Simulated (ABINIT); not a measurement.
Li2O, 3 atoms in the cell. It takes space group Fm-3m (No. 225, cubic). Conventional cell: a = 4.654 Å, b = 4.654 Å, c = 4.654 Å, α = 90.00°, β = 90.00°, γ = 90.00°. O (site symmetry m-3m) is surrounded by 8 Li at 2.02 Å. Li (site symmetry -43m) is surrounded by 4 O at 2.02 Å. The cell comes from a database or a generator and needn't be the stable form of this composition.

```yaml
Program: ABINIT 10.8.3 (patched build)
Task: one-shot levels of the hybrid HF
Functional: PBE
Potentials_or_basis: PseudoDojo NC SR PBE v0.4.1 standard
Cutoff: 952 eV
k_mesh: 6 × 6 × 6
Occupations: fixed
Spin: no spin polarisation
Bands_in_the_sums: 14
One-shot_functional: HF
```

Potentials or basis: PseudoDojo NC SR PBE v0.4.1 standard.

Command:

```sh
$ abinit run.abi > log 2>&1
```

Hardware: 1 thread of Arm Neoverse V2 (shared host).

Estimate the wall time of this run.

Wall time 50 s on 1 thread of Arm Neoverse V2 (shared host), peak memory 0.26 GiB. Counts: scf iterations 11, mpi ranks 1, k points 16, bands 18, plane waves 1700.
